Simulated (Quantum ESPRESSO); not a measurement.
# La under changes of volume

One of the cells (36.962 Å³/atom); the others are scaled copies at fixed shape and fractional positions:

```
CELL_PARAMETERS angstrom
3.75000 0.00000 0.00000
-1.87500 3.24760 0.00000
0.00000 0.00000 6.07000
ATOMIC_POSITIONS crystal
La 0.66667 0.33333 0.75000
La 0.33333 0.66667 0.25000
```

This isn't the form of La at room conditions, which is double hcp.

* Program: Quantum ESPRESSO 7.5
* Functional: r2SCAN
* Potentials or basis: SG15 PBE 1.2
* Cutoff: 952 eV
* Density cutoff: 3810 eV
* k mesh: 6 × 6 × 4
* Occupations: fermi-dirac, width 0.05 eV
* Spin: no spin polarisation

```csv
volume (Å³/atom),energy over the lowest point (meV/atom),pressure (GPa)
34.744,45.58,3.5
35.483,30.96,2.9
36.222,19.38,2.2
36.962,?,?
37.701,4.55,1.1
38.440,1.06,0.5
39.179,0.00,0.0
```

Problem. What does the run at 36.962 Å³/atom give?

Solution. Energy over the lowest point 10.62 meV/atom; pressure 1.6 GPa.

Worked out: A Birch-Murnaghan fit of order 3 (a polynomial in V^(-2/3)) to the other rows has its minimum at 39.15 Å³/atom with B0 = V·E''(V) = 26 GPa (rough, since the energies scatter) at fixed shape and positions, which overstates the stiffness. It gives 10.60 meV/atom at 36.962 Å³/atom, against the run's 10.62, and -dE/dV = 1.6 GPa, against 1.6.

Energies are extrapolated to zero smearing.

Caveats: the potentials were made for another functional, which shifts forces and pressure.
